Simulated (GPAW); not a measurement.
Ge:

```
CELL_PARAMETERS angstrom
-3.48417 3.48417 3.48417
3.48417 -3.48417 3.48417
3.48417 3.48417 -3.48417
ATOMIC_POSITIONS crystal
Ge 0.29890 0.29890 0.29890
Ge 0.00000 0.20110 0.50000
Ge 0.20110 0.50000 0.00000
Ge 0.50000 0.00000 0.20110
Ge 0.70110 0.70110 0.70110
Ge 0.00000 0.79890 0.50000
Ge 0.79890 0.50000 0.00000
Ge 0.50000 0.00000 0.79890
```

This isn't the form of Ge at room conditions, which is diamond.

```yaml
Program: GPAW 26.7.0
Task: relaxation of cell and atoms
Functional: PBEsol
Potentials_or_basis: PAW data sets generated in the run's folder for this functional
Cutoff: 600 eV
Basis: pw
k_mesh: 6 × 6 × 6
Occupations: fermi-dirac, width 0.05 eV
Spin: no spin polarisation
```

At the start: pressure -0.1 GPa; volume 21.15 Å³/atom.

Q: How do energy, volume and symmetry change on relaxing?

A: Over 8 steps the energy falls by 2.3 meV/atom and the volume is 20.96 Å³/atom (-0.9 %); space group Ia-3 (No. 206, to 0.05 Å).

Step by step:
| step | energy change (eV) | largest force (eV/Å) | pressure (GPa) | volume (Å³) |
| --- | --- | --- | --- | --- |
| 1 | 0.0000 | 0.2403 | -0.13 | 169.18 |
| 2 | -0.0059 | 0.1918 | -0.21 | 169.17 |
| 3 | -0.0169 | 0.0152 | -0.49 | 169.04 |
| 4 | -0.0171 | 0.0019 | -0.49 | 168.96 |
| 5 | -0.0174 | 0.0168 | -0.45 | 168.79 |
| 6 | -0.0179 | 0.0285 | -0.32 | 168.41 |
| 7 | -0.0183 | 0.0252 | -0.13 | 167.94 |
| 8 | -0.0185 | 0.0103 | -0.01 | 167.70 |

Final structure:
```
CELL_PARAMETERS angstrom
-3.47398 3.47398 3.47398
3.47398 -3.47398 3.47398
3.47398 3.47398 -3.47398
ATOMIC_POSITIONS crystal
Ge 0.29536 0.29536 0.29536
Ge 0.00000 0.20464 0.50000
Ge 0.20464 0.50000 0.00000
Ge 0.50000 0.00000 0.20464
Ge 0.70464 0.70464 0.70464
Ge 0.00000 0.79536 0.50000
Ge 0.79536 0.50000 0.00000
Ge 0.50000 0.00000 0.79536
```

Caveat: later steps reuse the first step's grids.
